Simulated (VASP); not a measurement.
# Ru (P6_3/mmc) in VASP: further runs

Aim: see how the results for Ru move with the level of theory and the settings. Levels: PBEsol, LDA, rev-vdW-DF2. Tasks: band structure.

All numbers are computed with VASP 6.6.1; they aren't measurements. Logs are shortened: lines on timing, memory, paths and dates and some standing lists are left out, and cuts for length are marked.

## Step 1: The structure

Symmetry: P6_3/mmc, No. 194, hexagonal system. The conventional cell has a = 2.688 Å, b = 2.688 Å, c = 4.255 Å, α = 90.00°, β = 90.00°, γ = 120.00°. Around Ru (site symmetry -6m2) lie 12 Ru at 2.63 to 2.69 Å.

## Step 2: Band structure, PBEsol

Input file INCAR:

```
PREC = Accurate
ENCUT = 520
EDIFF = 1E-7
ISMEAR = 1
SIGMA = 0.1
LREAL = False
LASPH = True
NELM = 80
ALGO = Normal
ISIF = 2
LWAVE = False
LCHARG = False
LMAXMIX = 4
GGA = PS
NBANDS = 21
ICORELEVEL = 1
```

Input file KPOINTS:

```
Automatic mesh
0
Gamma
  15 15 9
```

Input file POSCAR:

```
Ru                                      
1.0
    2.6879024104     -0.0000000000      0.0000000000
   -1.3439512052      2.3277917727      0.0000000000
    0.0000000000      0.0000000000      4.2552087553
  Ru            
     2
Direct
     0.3333333300000021    0.6666666699999979    0.2500000000000000
     0.6666666699999979    0.3333333300000021    0.7500000000000000
```

Input file KPOINTS_OPT:

```
explicit points
141
Reciprocal
 0.0000000000  0.0000000000  0.0000000000 1
 0.0357142857  0.0000000000  0.0000000000 1
 0.0714285714  0.0000000000  0.0000000000 1
 0.1071428571  0.0000000000  0.0000000000 1
 0.1428571429  0.0000000000  0.0000000000 1
 0.1785714286  0.0000000000  0.0000000000 1
[... 133 lines left out ...]
 0.5000000000  0.0000000000  0.5000000000 1
 0.5000000000  0.0000000000  0.0000000000 1
```

Potentials or basis: VASP PAW PBE potentials, release 64 (Ru_pv).

Started as:

```sh
$ cat potpaw_PBE.64/Ru_pv/POTCAR > POTCAR
$ mpirun -np 1 vasp_std > vasp.out
```

OUTCAR:

```text
PREC = Accurate
   ENCUT = 520
   EDIFF = 1E-7
   ISMEAR = 1
   LREAL = False
   LASPH = True
   NELM = 80
   ISIF = 2
   GGA = PS

 ion  position               nearest neighbor table
   1  0.333  0.667  0.250-   2 2.63   2 2.63   2 2.63   2 2.63   2 2.63   2 2.63
   2  0.667  0.333  0.750-   1 2.63   1 2.63   1 2.63   1 2.63   1 2.63   1 2.63

  LATTYP: Found a hexagonal cell.
 ALAT       =     2.6879024104
 C/A-ratio  =     1.5830964468

  Lattice vectors:

 A1 = (   2.6879024104,   0.0000000000,   0.0000000000)
 A2 = (  -1.3439512052,   2.3277917727,   0.0000000000)
 A3 = (   0.0000000000,   0.0000000000,   4.2552087553)

Analysis of symmetry for initial positions (statically):
=====================================================================
 Subroutine PRICEL returns:
 Original cell was already a primitive cell.

 Routine SETGRP: Setting up the symmetry group for a
 hexagonal supercell.

 Subroutine GETGRP returns: Found 24 space group operations
 (whereof 12 operations were pure point group operations)
 out of a pool of 24 trial point group operations.

The static configuration has the point symmetry D_3d.
 The point group associated with its full space group is D_6h.

Analysis of symmetry for dynamics (positions and initial velocities):
=====================================================================
 Subroutine PRICEL returns:
 Original cell was already a primitive cell.

 Routine SETGRP: Setting up the symmetry group for a
 hexagonal supercell.

 Subroutine GETGRP returns: Found 24 space group operations
 (whereof 12 operations were pure point group operations)
 out of a pool of 24 trial point group operations.

The dynamic configuration has the point symmetry D_3d.
 The point group associated with its full space group is D_6h.

 Subroutine INISYM returns: Found 24 space group operations
 (whereof 12 operations are pure point group operations),
 and found     1 'primitive' translations

----------------------------------------------------------------------------------------

                                     Primitive cell

  volume of cell :      26.6243

  direct lattice vectors                    reciprocal lattice vectors
     2.687902410  0.000000000  0.000000000     0.372037317  0.214795845  0.000000000
    -1.343951205  2.327791773  0.000000000     0.000000000  0.429591689  0.000000000
     0.000000000  0.000000000  4.255208755     0.000000000  0.000000000  0.235006097

  length of vectors
     2.687902410  2.687902412  4.255208755     0.429591690  0.429591689  0.235006097

  position of ions in fractional coordinates (direct lattice)
     0.333333330  0.666666670  0.250000000
     0.666666670  0.333333330  0.750000000

  ion indices of the primitive-cell ions
   primitive index   ion index
                 1           1
                 2           2

----------------------------------------------------------------------------------------

 KPOINTS: Automatic mesh

Automatic generation of k-mesh.
 Grid dimensions read from file:
 generate k-points for:   15   15    9

 Generating k-lattice:

  Cartesian coordinates                     Fractional coordinates (reciprocal lattice)
     0.024802488  0.014319723  0.000000000     0.066666667  0.000000000  0.000000000
     0.000000000  0.028639446  0.000000000     0.000000000  0.066666667  0.000000000
     0.000000000  0.000000000  0.026111789     0.000000000  0.000000000  0.111111111

  Length of vectors
     0.028639446  0.028639446  0.026111789

  Shift w.r.t. Gamma in fractional coordinates (k-lattice)
     0.000000000  0.000000000  0.000000000

 Subroutine IBZKPT returns following result:
 ===========================================

 Found    135 irreducible k-points:

 Following reciprocal coordinates:
            Coordinates               Weight
  0.000000  0.000000  0.000000      1.000000
  0.066667  0.000000  0.000000      6.000000
  0.133333  0.000000  0.000000      6.000000
  0.200000  0.000000  0.000000      6.000000
  0.266667  0.000000  0.000000      6.000000
  0.333333 -0.000000  0.000000      6.000000
[... 16 lines left out ...]
  0.333333  0.200000  0.000000     12.000000
  0.400000  0.200000  0.000000      6.000000
 [... further k-points ...]
   k-points           NKPTS =    135   k-points in BZ     NKDIM =    135   number of bands    NBANDS=     21
   number of dos      NEDOS =    301   number of ions     NIONS =      2
   total plane-waves  NPLWV =  12800
   dimension x,y,z NGX =    20 NGY =   20 NGZ =   32
   dimension x,y,z NGXF=    40 NGYF=   40 NGZF=   64
   ions per type =               2
   NGX,Y,Z   is equivalent  to a cutoff of  12.37, 12.37, 12.50 a.u.
   NGXF,Y,Z  is equivalent  to a cutoff of  24.74, 24.74, 25.00 a.u.
 SYSTEM =  unknown system
   PREC   = accura    normal or accurate (medium, high low for compatibility)
   ISTART =      0    job   : 0-new  1-cont  2-samecut
   ICHARG =      2    charge: 1-file 2-atom 10-const
   ISPIN  =      1    spin polarized calculation?
   LNONCOLLINEAR =      F non collinear calculations
   LSORBIT =      F    spin-orbit coupling
   LASPH  =      T    aspherical Exc in radial PAW
   ENCUT  =  520.0 eV  38.22 Ry    6.18 a.u.   5.00  5.00  7.91*2*pi/ulx,y,z
   NELM   =     80;   NELMIN=  2; NELMDL= -5     # of ELM steps
   EDIFF  = 0.1E-06   stopping-criterion for ELM
   LREAL  =      F    real-space projection
   EDIFFG = 0.1E-05   stopping-criterion for IOM
   NSW    =      0    number of steps for IOM
   IBRION =     -1    ionic relax: 0-MD 1-quasi-New 2-CG
   NFREE  =      0    steps in history (QN), initial steepest desc. (CG)
   ISIF   =      2    stress and relaxation
   ISYM   =      2    0-nonsym 1-usesym 2-fastsym
   POTIM  = 0.5000    time-step for ionic-motion
   TEBEG  =    0.0;   TEEND  =   0.0 temperature during run
   PSTRESS=    0.0 pullay stress
   NELECT =      28.0000    total number of electrons
   NUPDOWN=      -1.0000    fix difference up-down
   EMIN   =  10.00;   EMAX   =-10.00  energy-range for DOS
   EFERMI =   0.00;   METHOD = LEGACY
   ISMEAR =     1;   SIGMA  =   0.10  broadening in eV -4-tet -1-fermi 0-gaus
   EFERMI_NEDOS =   21; number of points for ismear=-14 and -15
   IALGO  =     38    algorithm
   IMIX   =      4    mixing-type and parameters
     AMIX     =   0.40;   BMIX     =  1.00
     AMIX_MAG =   1.60;   BMIX_MAG =  1.00
  volume/ion in A,a.u.               =      13.31        89.83
  Fermi-wavevector in a.u.,A,eV,Ry     =   1.664823  3.146059 37.710382  2.771635
  Thomas-Fermi vector in A             =   2.751300
   LORBIT       =      0    0 simple, 1 ext, 2 COOP (PROOUT), +10 PAW based schemes
   GGA     = PS    functional components
   LHFCALC =     F    Hartree Fock is set to
   AEXX    =    0.0000 exact exchange contribution
   IVDW    =     0    specifies the selected vdW correction
   LEPSILON=     F    determine dielectric tensor
   LRPA    =     F    only Hartree local field effects (RPA)
 non-spin polarized calculation
 Methfessel and Paxton  Order N= 1 SIGMA  =   0.10
  energy-cutoff  :      520.00
  volume of cell :       26.62
 maximum number of plane-waves:       732
 NGX is ok and might be reduce to    20
   NGX =  9   NGY =  9   NGZ = 15

 number of electron      27.9999997 magnetization

 Free energy of the ion-electron system (eV)
  ---------------------------------------------------
  ext. energy  EPLUGINS =         0.00000000
  ---------------------------------------------------
  free energy    TOTEN  =       -20.34661043 eV

  energy without entropy =      -20.34538151  energy(sigma->0) =      -20.34620079

 the core state eigenenergies are
   1-  1s -21917.3490  2s  -3137.7366  2p  -2808.2690  3s   -539.3788  3p   -431.1510
       3d   -257.1499  4s    -59.9616
   2-  1s -21917.3490  2s  -3137.7366  2p  -2808.2690  3s   -539.3788  3p   -431.1510
       3d   -257.1499  4s    -59.9616

 E-fermi :  13.0389     XC(G=0): -14.4035

 val. band max:       13.0339403738   @ k =   0.2667   0.2000   0.2222
 cond. band min:      13.0412810265   @ k =   0.2667   0.0000   0.3333
 fundamental gap:      0.0073406527
 Fermi energy:        13.0389493857

 k-point     1 :       0.0000    0.0000    0.0000
  band No.  band energies     occupation
      1     -30.6155      2.00000
      2     -29.6196      2.00000
      3     -29.6196      2.00000
      4     -29.4383      2.00000
      5     -29.4383      2.00000
      6     -29.3895      2.00000
[... 13 lines left out ...]
     20      23.3124      0.00000
     21      23.6156      0.00000

 k-point     2 :       0.0667    0.0000    0.0000
  band No.  band energies     occupation
      1     -30.5992      2.00000
      2     -29.6545      2.00000
      3     -29.6314      2.00000
      4     -29.4747      2.00000
      5     -29.4430      2.00000
      6     -29.3970      2.00000
[... 13 lines left out ...]
     20      23.3124      0.00000
     21      23.5930      0.00000

 k-point     3 :       0.1333    0.0000    0.0000
  band No.  band energies     occupation
      1     -30.5518      2.00000
      2     -29.7531      2.00000
      3     -29.6639      2.00000
      4     -29.5763      2.00000
      5     -29.4570      2.00000
      6     -29.4196      2.00000
[... 13 lines left out ...]
     20      23.3123      0.00000
     21      23.5212      0.00000

 k-point     4 :       0.2000    0.0000    0.0000
  band No.  band energies     occupation
      1     -30.4774      2.00000
      2     -29.8984      2.00000
      3     -29.7221      2.00000
      4     -29.7102      2.00000
      5     -29.4789      2.00000
      6     -29.4573      2.00000
[... 13 lines left out ...]
     20      23.3122      0.00000
     21      23.4225      0.00000

 k-point     5 :       0.2667    0.0000    0.0000
  band No.  band energies     occupation
      1     -30.3829      2.00000
      2     -30.0651      2.00000
      3     -29.8843      2.00000
      4     -29.7616      2.00000
      5     -29.5095      2.00000
      6     -29.5055      2.00000
[... 13 lines left out ...]
     20      23.3119      0.00000
     21      23.3598      0.00000

 k-point     6 :       0.3333   -0.0000    0.0000
  band No.  band energies     occupation
      1     -30.2780      2.00000
      2     -30.2241      2.00000
      3     -30.0346      2.00000
      4     -29.8093      2.00000
      5     -29.5737      2.00000
      6     -29.5318      2.00000
[... 13 lines left out ...]
     20      23.3107      0.00000
     21      23.3222      0.00000

 k-point     7 :       0.4000   -0.0000    0.0000
  band No.  band energies     occupation
      1     -30.3479      2.00000
      2     -30.1778      2.00000
      3     -30.1492      2.00000
      4     -29.8457      2.00000
      5     -29.6420      2.00000
      6     -29.5529      2.00000
[... 13 lines left out ...]
     20      23.3114      0.00000
     21      23.9415      0.00000

 k-point     8 :       0.4667   -0.0000    0.0000
  band No.  band energies     occupation
      1     -30.4154      2.00000
      2     -30.2109      2.00000
      3     -30.1088      2.00000
      4     -29.8655      2.00000
      5     -29.6934      2.00000
      6     -29.5646      2.00000
[... 13 lines left out ...]
     20      23.3098      0.00000
     21      24.1948      0.00000

 k-point     9 :       0.0667    0.0667    0.0000
  band No.  band energies     occupation
      1     -30.5674      2.00000
      2     -29.7163      2.00000
      3     -29.6621      2.00000
      4     -29.5365      2.00000
      5     -29.4560      2.00000
      6     -29.4120      2.00000
[... 13 lines left out ...]
     20      23.3123      0.00000
     21      23.5457      0.00000

 k-point    10 :       0.1333    0.0667    0.0000
  band No.  band energies     occupation
      1     -30.5064      2.00000
      2     -29.8301      2.00000
      3     -29.7338      2.00000
      4     -29.6299      2.00000
      5     -29.4800      2.00000
      6     -29.4422      2.00000
[... 13 lines left out ...]
     20      23.3122      0.00000
     21      23.4602      0.00000

 k-point    11 :       0.2000    0.0667    0.0000
  band No.  band energies     occupation
      1     -30.4217      2.00000
      2     -29.9820      2.00000
      3     -29.8487      2.00000
      4     -29.7173      2.00000
      5     -29.5089      2.00000
      6     -29.4874      2.00000
[... 13 lines left out ...]
     20      23.3120      0.00000
     21      23.3855      0.00000

 k-point    12 :       0.2667    0.0667    0.0000
  band No.  band energies     occupation
      1     -30.3214      2.00000
      2     -30.1438      2.00000
      3     -29.9824      2.00000
      4     -29.7870      2.00000
      5     -29.5462      2.00000
      6     -29.5388      2.00000
[... 13 lines left out ...]
     20      23.3116      0.00000
     21      23.3472      0.00000

------------------------ aborting loop because EDIFF is reached ----------------------------------------

  FORCE on cell =-STRESS in cart. coord.  units (eV):
  Direction    XX          YY          ZZ          XY          YZ          ZX
  --------------------------------------------------------------------------------------
  -------------------------------------------------------------------------------------
  Total        0.0030157      0.0030157      0.0120278      0.0000000      0.0000000      0.0000000
  in kB        0.1814739      0.1814739      0.7238012      0.0000000      0.0000000      0.0000000
  external PRESSURE =       0.3622497 kB  Pullay stress =       0.0000000 kB

 VOLUME and BASIS-vectors are now :
 -----------------------------------------------------------------------------
  energy-cutoff  :      520.00
  volume of cell :       26.62
      direct lattice vectors                 reciprocal lattice vectors
     2.687902410  0.000000000  0.000000000     0.372037317  0.214795845  0.000000000
    -1.343951205  2.327791773  0.000000000     0.000000000  0.429591689  0.000000000
     0.000000000  0.000000000  4.255208755     0.000000000  0.000000000  0.235006097

 POSITION                                       TOTAL-FORCE (eV/Angst)
 -----------------------------------------------------------------------------------
     -0.00000      1.55186      1.06380        -0.000000      0.000000      0.000000
      1.34395      0.77593      3.19141         0.000000     -0.000000      0.000000
 -----------------------------------------------------------------------------------
    total drift:                               -0.000004      0.000002     -0.000000

  FREE ENERGIE OF THE ION-ELECTRON SYSTEM (eV)
  ---------------------------------------------------
  free  energy   TOTEN  =       -20.3466104315 eV

  energy  without entropy=      -20.3453815073  energy(sigma->0) =      -20.34620079
```

Wall time 34 s (1 thread of Intel Xeon 6975P-C (Granite Rapids), shared host); peak memory 0.22 GiB.

What came out:

| Quantity | Value |
| --- | --- |
| Free energy | -20.3466 eV |
| Pressure | 0.0 GPa |
| Band gap along the path | none (metal or under the smearing width) |

Levels at the corners of the path, in eV from the Fermi level:
| point | band 12 | band 13 | band 14 | band 15 | band 16 | band 17 |
| --- | --- | --- | --- | --- | --- | --- |
| Γ | -1.96 | -1.96 | -1.40 | -1.40 | 1.25 | 1.25 |
| M | -1.84 | -1.55 | 1.51 | 1.94 | 2.02 | 4.19 |
| M | -1.84 | -1.55 | 1.51 | 1.94 | 2.02 | 4.19 |
| K | -2.91 | -1.09 | 1.07 | 1.07 | 1.52 | 7.16 |
| K | -2.91 | -1.09 | 1.07 | 1.07 | 1.52 | 7.16 |
| Γ | -1.96 | -1.96 | -1.40 | -1.40 | 1.25 | 1.25 |
| Γ | -1.96 | -1.96 | -1.40 | -1.40 | 1.25 | 1.25 |
| A | -2.83 | -2.78 | -2.78 | 0.60 | 0.60 | 0.60 |
| A | -2.83 | -2.78 | -2.78 | 0.60 | 0.60 | 0.60 |
| L | -1.07 | 0.47 | 0.47 | 1.77 | 1.77 | 3.47 |
| L | -1.07 | 0.47 | 0.47 | 1.77 | 1.77 | 3.47 |
| H | -2.78 | -1.21 | -1.21 | 1.30 | 1.30 | 8.61 |
| H | -2.78 | -1.21 | -1.21 | 1.30 | 1.30 | 8.61 |
| A | -2.83 | -2.78 | -2.78 | 0.60 | 0.60 | 0.60 |
| L | -1.07 | 0.47 | 0.47 | 1.77 | 1.77 | 3.47 |
| M | -1.84 | -1.55 | 1.51 | 1.94 | 2.02 | 4.19 |
| K | -2.91 | -1.09 | 1.07 | 1.07 | 1.52 | 7.16 |
| H | -2.78 | -1.21 | -1.21 | 1.30 | 1.30 | 8.61 |

Core levels (eV, on the scale of the bands):
```tsv
atom	levels
1 Ru	1s -21917.3, 2s -3137.7, 2p -2808.3, 3s -539.4, 3p -431.2, 3d -257.1, 4s -60.0
2 Ru	1s -21917.3, 2s -3137.7, 2p -2808.3, 3s -539.4, 3p -431.2, 3d -257.1, 4s -60.0
```

Caveat: the PAW data sets were made with another functional, which shifts forces and pressure a little.

(Part 1 of 2 ends here.)
